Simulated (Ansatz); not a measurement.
## Bi in Ansatz: the effect of functional

The system is Bi.

```
Bi
1.0
     2.29734    1.32637    3.98982
    -2.29734    1.32637    3.98982
     0.00000   -2.65274    3.98982
Bi
2
Cartesian
  0.0000 0.0000 9.1686
  0.0000 0.0000 2.8009
```

The cell isn't the ideal one: volume scaled by 1.04.

Alike in all runs:

```yaml
Program: Ansatz 0.2.0
Task: single point
Potentials_or_basis: Ansatz PAW
k_mesh: 7 × 7 × 7
Occupations: fermi-dirac, width 0.05 eV
Spin: no spin polarisation
```

```csv
functional,cutoff,gap on the mesh (eV),pressure (GPa),largest force (eV/Å)
LDA,420 eV (not typed: the program's choice for these potentials),0.25,-3.2,0.12
PBEsol,420 eV (not typed: the program's choice for these potentials),?,?,?
r2SCAN,500 eV (not typed: the program's choice for these potentials),0.27,-0.7,0.16
```

Task: What does the run with functional PBEsol give?

Result: gap on the mesh 0.24 eV; pressure -2.1 GPa; largest force 0.04 eV/Å.

Caveats: odd divisions of the mesh miss points on the zone boundary, where band edges often lie, so the gap on the mesh can be too wide; spin-orbit coupling is left out, which as a rule narrows the gap of such compounds by several tenths of an eV; the PAW data sets come from PBE, with cores solved anew for the run's functional, which leaves a small shift of forces and pressure.

A k mesh can miss the band edges.
